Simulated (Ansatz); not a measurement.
KF (CsCl type), DFT, PBE, PAW with Ansatz's default frozen-core files, scalar-relativistic (Ansatz 0.2.0), on 1 thread of Arm Neoverse V1 (shared host).

Command: `ansatz run input.yaml --threads 1 --pin off --max-ram 2048MiB --backend cpu --events-out ev --progress --plain --runs-dir out`

```yaml
crystal:
  lattice:
    - [3.1227302953, 0.0, 0.0]
    - [0.0, 3.1227302953, 0.0]
    - [0.0, 0.0, 3.1227302953]
  atoms:
    - { symbol: K, position: [0.0, 0.0, 0.0] }
    - { symbol: F, position: [0.5, 0.5, 0.5] }
kpoints:
  mp_grid: { grid: [14, 14, 14] }
  band_path:
    path:
      - [0.0, 0.0, 0.0]
      - [0.0, 0.5, 0.0]
      - [0.5, 0.5, 0.0]
      - [0.0, 0.0, 0.0]
      - [0.5, 0.5, 0.5]
      - [0.0, 0.5, 0.0]
      - [0.5, 0.5, 0.5]
      - [0.5, 0.5, 0.0]
    npoints: 8
scf:
  occupations: { method: fermi_dirac, width: 0.05 }
hamiltonian:
  xc: pbe
  pseudopotentials: { kind: paw }
output:
  forces: true
  stress: true
  eigenvalues: true
  populations: true
  dos: { projected: true, de: 0.2, e_range: [-14, 8] }
```

**Question.** How large is the problem that the program sets up?

**Answer.** 120 irreducible k-points, 619 plane waves at Γ, 12 bands.

**Question.** About how long does it take?

**Answer.** 4.1 s of wall time for 6 SCF iterations. Times on shared machines scatter by tens of per cent.
